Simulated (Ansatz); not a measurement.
The system is Pt.

```xyz
1
Lattice="0.0000 1.9609 1.9609 1.9609 0.0000 1.9609 1.9609 1.9609 0.0000" Properties=species:S:1:pos:R:3 pbc="T T T"
Pt    0.0000    0.0000    0.0000
```

Base run:

```yaml
Program: Ansatz 0.2.0
Functional: PBEsol
Potentials_or_basis: all-electron LAPW, scalar-relativistic
Cutoff: 270 eV (chosen from the basis error)
Basis_error_allowed: 0.001 eV/atom
k_mesh: 12 × 12 × 12
Occupations: fermi-dirac, width 0.05 eV
Spin: no spin polarisation
```

Its results: pressure -0.6 GPa.

Task: After a change of settings the same cell gave: pressure -6.0 GPa. Which change was it?
A. functional from PBEsol to LDA
B. potentials or basis from all-electron LAPW, scalar-relativistic to all-electron LAPW, inner shells corrected to Dirac's equation
C. potentials or basis from all-electron LAPW, scalar-relativistic to all-electron PAW datasets made for the crystal
D. potentials or basis from all-electron LAPW, scalar-relativistic to all-electron LAPW, non-relativistic

Result: A.

LDA binds more tightly than PBEsol, so the same cell stands under less pressure.

The runs don't all hold the same shells in valence.

Runs at the PBE level aren't shown here.
